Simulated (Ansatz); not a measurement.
**AlN: the gap against volume**

AlN, P6_3mc, a = 3.130 Å, c = 5.018 Å. Ansatz: PBE, PAW, 420 eV, Γ-centred 12×12×6 mesh on 4 atoms, Gaussian smearing 0.02 eV; no spin polarisation. Shape and atoms are relaxed at each volume; x = ln(V/V0) with V0 = 10.645 Å³/atom. The gap is read at the mesh points alone.

| x | gap y (eV) |
| --- | --- |
| -0.0619 | ? |
| -0.0305 | 4.292 |
| 0.0000 | 4.034 |
| 0.0296 | 3.787 |
| 0.0583 | 3.554 |

Fit a straight line to the other rows, give the volume deformation potential of the gap and its pressure coefficient, and predict the missing gap. B0 = 192.7 GPa.

Means x = 0.01435, y = 3.9167; Σ(Δx)² = 0.004382, ΣΔxΔy = -0.03643; the slope is their ratio. y = 4.0361 − 8.3152 x. The slope is the deformation potential a = dE_g/d ln V = -8.32 eV, and dE_g/dP = −a/B0 = 43.2 meV/GPa. At x = -0.0619 the fit asked for gives 4.551 eV. The run gave 4.549 eV, so the fit is 0.002 eV too high, within the rms miss on the fitted rows (0.003 eV). The form still works here, 35 % of the fitted range beyond its end.

Semilocal functionals give gaps under the measured ones; changes of the gap mostly carry over better.